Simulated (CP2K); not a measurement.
# GaAs (F-43m) in CP2K: further runs

Aim: see how the results for GaAs move with the level of theory and the settings. Levels: PBEsol, LDA, r2SCAN. Tasks: band structure.

Program: CP2K 2026.2. These are calculated values, not measurements. Logs are shortened: lines on timing, memory, paths and dates and some standing lists are left out, and cuts for length are marked.

**What was measured.**

“Evidence of valence band perturbations in GaAsN/GaAs(001): A combined variable-angle spectroscopic ellipsometry and modulated photoreflectance investigation”, 2008, arxiv:0805.2212 reports, for a bulk crystal of GaAs at 300 K: band gap 1.418 ± 0.005 eV (direct); band gap 1.412 ± 0.01 eV (direct).

How close the calculation comes is told below.

## (1) The crystal as given

Symmetry: F-43m, No. 216, cubic system. Conventional cell: a = 5.654 Å, b = 5.654 Å, c = 5.654 Å, α = 90.00°, β = 90.00°, γ = 90.00°. Around As (site symmetry -43m) lie 4 Ga at 2.45 Å. Ga (site symmetry -43m) has 4 As at 2.45 Å as nearest neighbours.

## (2) Band structure, PBEsol

gaas_bands.inp reads:

```
&GLOBAL
  PROJECT gaas_bands
  RUN_TYPE ENERGY_FORCE
  PRINT_LEVEL LOW
&END GLOBAL
&FORCE_EVAL
  METHOD QS
  STRESS_TENSOR ANALYTICAL
  &DFT
    BASIS_SET_FILE_NAME BASIS_MOLOPT_UZH
    POTENTIAL_FILE_NAME POTENTIAL_UZH
    &MGRID
      CUTOFF 450
      REL_CUTOFF 60
      NGRIDS 5
    &END MGRID
    &QS
      METHOD GPW
      EPS_DEFAULT 1.0E-10
    &END QS
    &KPOINTS
      SCHEME MONKHORST-PACK 8 8 8
      GAMMA_CENTERED T
      SYMMETRY T
      SYMMETRY_BACKEND SPGLIB
    &END KPOINTS
    &SCF
      SCF_GUESS ATOMIC
      EPS_SCF 1.0E-6
      MAX_SCF 100
      ADDED_MOS 10
      CHOLESKY OFF
      EPS_EIGVAL 1.0E-7
      &DIAGONALIZATION ON
        ALGORITHM STANDARD
      &END DIAGONALIZATION
      &MIXING ON
        METHOD BROYDEN_MIXING
        ALPHA 0.4
        BETA 1.5
        NBUFFER 8
      &END MIXING
      &SMEAR ON
        METHOD FERMI_DIRAC
        ELECTRONIC_TEMPERATURE [K] 580.226
      &END SMEAR
    &END SCF
    &XC
      &XC_FUNCTIONAL
        &GGA_X_PBE_SOL
        &END GGA_X_PBE_SOL
        &GGA_C_PBE_SOL
        &END GGA_C_PBE_SOL
      &END XC_FUNCTIONAL
    &END XC
    &PRINT
      &KPOINTS ON
      &END KPOINTS
      &MULLIKEN ON
      &END MULLIKEN
      &MO ON
        ENERGIES T
        OCCUPATION_NUMBERS T
        &EACH
          QS_SCF 0
        &END EACH
        ADD_LAST NUMERIC
      &END MO
      &BAND_STRUCTURE
        FILE_NAME bands.bs
        ADDED_MOS 2
        &KPOINT_SET
          UNITS B_VECTOR
          NPOINTS 6
          SPECIAL_POINT GAMMA 0.00000000 0.00000000 0.00000000
          SPECIAL_POINT X 0.50000000 0.00000000 0.50000000
          SPECIAL_POINT W 0.50000000 0.25000000 0.75000000
          SPECIAL_POINT K 0.37500000 0.37500000 0.75000000
          SPECIAL_POINT GAMMA 0.00000000 0.00000000 0.00000000
          SPECIAL_POINT L 0.50000000 0.50000000 0.50000000
          SPECIAL_POINT U 0.62500000 0.25000000 0.62500000
          SPECIAL_POINT W 0.50000000 0.25000000 0.75000000
          SPECIAL_POINT L 0.50000000 0.50000000 0.50000000
          SPECIAL_POINT K 0.37500000 0.37500000 0.75000000
        &END KPOINT_SET
        &KPOINT_SET
          UNITS B_VECTOR
          NPOINTS 6
          SPECIAL_POINT U 0.62500000 0.25000000 0.62500000
          SPECIAL_POINT X 0.50000000 0.00000000 0.50000000
        &END KPOINT_SET
      &END BAND_STRUCTURE
    &END PRINT
  &END DFT
  &SUBSYS
    &CELL
      A 3.9977696088 0.0000000000 0.0000000000
      B 1.9988848044 3.4621700397 0.0000000000
      C 1.9988848044 1.1540566799 3.2641652169
      PERIODIC XYZ
    &END CELL
    &COORD
      As  5.9966544132 3.4621700397 2.4481239127
      Ga  0.0000000000 0.0000000000 0.0000000000
    &END COORD
    &KIND As
      BASIS_SET TZVP-MOLOPT-PBE-GTH-q5
      POTENTIAL GTH-PBE-q5
    &END KIND
    &KIND Ga
      BASIS_SET TZVP-MOLOPT-PBE-GTH-q13
      POTENTIAL GTH-PBE-q13
    &END KIND
    &PRINT
      &ATOMIC_COORDINATES ON
      &END ATOMIC_COORDINATES
      &CELL ON
      &END CELL
      &SYMMETRY ON
      &END SYMMETRY
    &END PRINT
  &END SUBSYS
  &PRINT
    &FORCES ON
    &END FORCES
    &STRESS_TENSOR ON
    &END STRESS_TENSOR
  &END PRINT
&END FORCE_EVAL
```

Potentials or basis: POTENTIAL_UZH As GTH-PBE-q5, Ga GTH-PBE-q13; TZVP-MOLOPT-PBE-GTH basis.

Run with:

```bash
> OMP_NUM_THREADS=1 cp2k.psmp -i gaas_bands.inp -o gaas_bands.out
```

gaas_bands.out:

```text

 CP2K| version string:                                       CP2K version 2026.2
 CP2K| Input file name                                            gaas_bands.inp

 GLOBAL| Force Environment number                                              1
 GLOBAL| Basis set file name                                    BASIS_MOLOPT_UZH
 GLOBAL| Potential file name                                       POTENTIAL_UZH
 GLOBAL| MM Potential file name                                     MM_POTENTIAL
 GLOBAL| Coordinate file name                                      __STD_INPUT__
 GLOBAL| Method name                                                        CP2K
 GLOBAL| Project name                                                 gaas_bands
 GLOBAL| Run type                                                   ENERGY_FORCE
 GLOBAL| FFT library                                                       FFTW3
[... 5 lines left out ...]
 GLOBAL| Global print level                                                  LOW
 GLOBAL| Total number of message passing processes                             1
 GLOBAL| Number of threads for this process                                    1
 GLOBAL| CPU model name                                                  UNKNOWN

 CELL| Volume [angstrom^3]:                                            45.179174
 CELL| Vector a [angstrom]:       3.998     0.000     0.000   |a| =     3.997770
 CELL| Vector b [angstrom]:       1.999     3.462     0.000   |b| =     3.997770
 CELL| Vector c [angstrom]:       1.999     1.154     3.264   |c| =     3.997770
 CELL| Angle (b,c), alpha [degree]:                                    60.000000
 CELL| Angle (a,c), beta  [degree]:                                    60.000000
 CELL| Angle (a,b), gamma [degree]:                                    60.000000
 CELL| Numerically orthorhombic:                                              NO
 CELL| Periodicity                                                           XYZ

 CELL_REF| Volume [angstrom^3]:                                        45.179174
 CELL_REF| Vector a [angstrom     3.998     0.000     0.000   |a| =     3.997770
 CELL_REF| Vector b [angstrom     1.999     3.462     0.000   |b| =     3.997770
 CELL_REF| Vector c [angstrom     1.999     1.154     3.264   |c| =     3.997770
 CELL_REF| Angle (b,c), alpha [degree]:                                60.000000
 CELL_REF| Angle (a,c), beta  [degree]:                                60.000000
 CELL_REF| Angle (a,b), gamma [degree]:                                60.000000
 CELL_REF| Numerically orthorhombic:                                          NO
 CELL_REF| Periodicity                                                       XYZ
[... 9 lines left out ...]
 TOTAL NUMBERS AND MAXIMUM NUMBERS

  Total number of            - Atomic kinds:                                   2
                             - Atoms:                                          2
                             - Shell sets:                                     2
                             - Shells:                                        17
                             - Primitive Cartesian functions:                 10
                             - Cartesian basis functions:                     58
                             - Spherical basis functions:                     51
[... 120 lines left out ...]
  Core Hamiltonian energy:                                     32.25164993293387
  Hartree energy:                                               9.44352574943569
  Exchange-correlation energy:                                -11.60861330763281
  Electronic entropic energy:                                  -0.00000279113869
  Fermi energy:                                                 0.16487955342723

  Total energy:                                               -80.75448296937054
  Total energy (extrapolated to T->0):                        -80.75448157380120

 MO| EIGENVALUES AND OCCUPATION NUMBERS FOR K POINT 1
 MO|
 MO|  Index      Eigenvalue [a.u.]        Eigenvalue [eV]             Occupation
 MO|      1              -0.386968             -10.529930               2.000000
 MO|      2              -0.383631             -10.439143               2.000000
 MO|      3              -0.383631             -10.439142               2.000000
 MO|      4              -0.381189             -10.372692               2.000000
 MO|      5              -0.381189             -10.372692               2.000000
 MO|      6              -0.262039              -7.130449               2.000000
[... 344 lines left out ...]
 MO|     18               0.751293              20.443732               0.000000
 MO|     19               0.791170              21.528837               0.000000
 MO| Sum:                                                              18.000000
 MO| E(Fermi):            0.164880 a.u.          4.486601 eV
 MO| Band gap:            0.175697 a.u.          4.780971 eV

 [... the levels of further k-points ...]

 !-----------------------------------------------------------------------------!
                     Mulliken Population Analysis

 #  Atom  Element  Kind  Atomic population                           Net charge
       1     As       1          4.591004                              0.408996
       2     Ga       2         13.408996                             -0.408996
 # Total charge                             18.000000                  0.000000

 !-----------------------------------------------------------------------------!

 KPOINTS| Band Structure Calculation
 KPOINTS| Number of k-point sets                                               2
 KPOINTS| Number of added MOs/bands                                            2
 KPOINTS| Number of k-points in set    1                                      55
 KPOINTS| In units of b-vector [2pi/Bohr]
 KPOINTS| Special point     1       GAMMA     0.000000     0.000000     0.000000
 KPOINTS| Special point     2           X     0.500000     0.000000     0.500000
 KPOINTS| Special point     3           W     0.500000     0.250000     0.750000
 KPOINTS| Special point     4           K     0.375000     0.375000     0.750000
 KPOINTS| Special point     5       GAMMA     0.000000     0.000000     0.000000
 KPOINTS| Special point     6           L     0.500000     0.500000     0.500000
 KPOINTS| Special point     7           U     0.625000     0.250000     0.625000
 KPOINTS| Special point     8           W     0.500000     0.250000     0.750000
 KPOINTS| Special point     9           L     0.500000     0.500000     0.500000
 KPOINTS| Special point    10           K     0.375000     0.375000     0.750000
 KPOINTS| Number of k-points in set    2                                       7
 KPOINTS| In units of b-vector [2pi/Bohr]
 KPOINTS| Special point     1           U     0.625000     0.250000     0.625000
 KPOINTS| Special point     2           X     0.500000     0.000000     0.500000

 ENERGY| Total FORCE_EVAL ( QS ) energy [hartree]            -80.754482222240156

 FORCES| Atomic forces [hartree/bohr]
 FORCES|   Atom     x               y               z               |f|
 FORCES|      1 -3.05663795E-05 -1.76325802E-05 -1.24934117E-05   3.74338988E-05
 FORCES|      2 -2.33212121E-05 -1.34747455E-05 -9.50545948E-06   2.85622383E-05
 FORCES| Sum    -5.38875916E-05 -3.11073257E-05 -2.19988712E-05
 FORCES| Total atomic force                                       6.59961254E-05

 STRESS| Analytical stress tensor [bar]
 STRESS|                        x                   y                   z
 STRESS|      x        1.68644942124E+04   1.35548890181E+02   9.55931436284E+01
 STRESS|      y        1.35548890181E+02   1.67082302469E+04   5.54757423287E+01
 STRESS|      z        9.55931436284E+01   5.54757423287E+01   1.66693946026E+04
 STRESS| 1/3 Trace                                             1.67473730207E+04
 STRESS| Determinant                                           4.69652345189E+12

 STRESS| Eigenvectors and eigenvalues of the analytical stress tensor [bar]
 STRESS|                        1                   2                   3
 STRESS| Eigenvalues   1.66298271820E+04   1.66303863811E+04   1.69819054990E+04
 STRESS|      x          -0.353832213204     -0.456743580458      0.816203446825
 STRESS|      y           0.864436299799      0.173526005371      0.471845959026
 STRESS|      z          -0.357145136448      0.872510187431      0.333426640119
```

Wall time 45 s (1 thread of Arm Neoverse V1, shared host); peak memory 0.31 GiB.

What came out:

```
Free energy             : -2197.4412 eV
Pressure                : 1.7 GPa
Band gap on the k mesh  : 0.38 eV, direct
Band gap along the path : 0.38 eV, direct
Mulliken charges        : As +0.41; Ga -0.41 e
```

Levels at the corners of the path, in eV from the valence-band top:
```
point  band 5  band 6  band 7  band 8  band 9  band 10  band 11  band 12  band 13  band 14
    Γ  -14.64  -12.80    0.00    0.00    0.00     0.38     3.63     3.63     3.63     8.89
    X  -14.63  -10.24   -6.94   -2.74   -2.74     1.29     1.51    10.14    10.14    10.90
    W  -14.64  -10.18   -6.75   -3.63   -3.45     4.56     4.63     5.34     5.92    11.11
    K  -14.64  -10.28   -6.75   -3.97   -2.32     1.81     4.55     7.88     8.05     8.64
    Γ  -14.64  -12.80    0.00    0.00    0.00     0.38     3.63     3.63     3.63     8.89
    L  -14.64  -11.00   -6.76   -1.18   -1.18     0.85     4.55     4.55     7.72    10.73
    U  -14.64  -10.28   -6.75   -3.97   -2.32     1.81     4.55     7.88     8.05     8.64
    W  -14.64  -10.18   -6.75   -3.63   -3.45     4.56     4.63     5.34     5.92    11.11
    L  -14.64  -11.00   -6.76   -1.18   -1.18     0.85     4.55     4.55     7.72    10.73
    K  -14.64  -10.28   -6.75   -3.97   -2.32     1.81     4.55     7.88     8.05     8.64
    U  -14.64  -10.28   -6.75   -3.97   -2.32     1.81     4.55     7.88     8.05     8.64
    X  -14.63  -10.24   -6.94   -2.74   -2.74     1.29     1.51    10.14    10.14    10.90
```

Caveat: Mulliken charges move with the basis; the potentials were made for another functional, which shifts forces and pressure; the basis of atomic orbitals isn't converged, which shifts pressures, moduli and gaps.

[end of part 1 of 2]
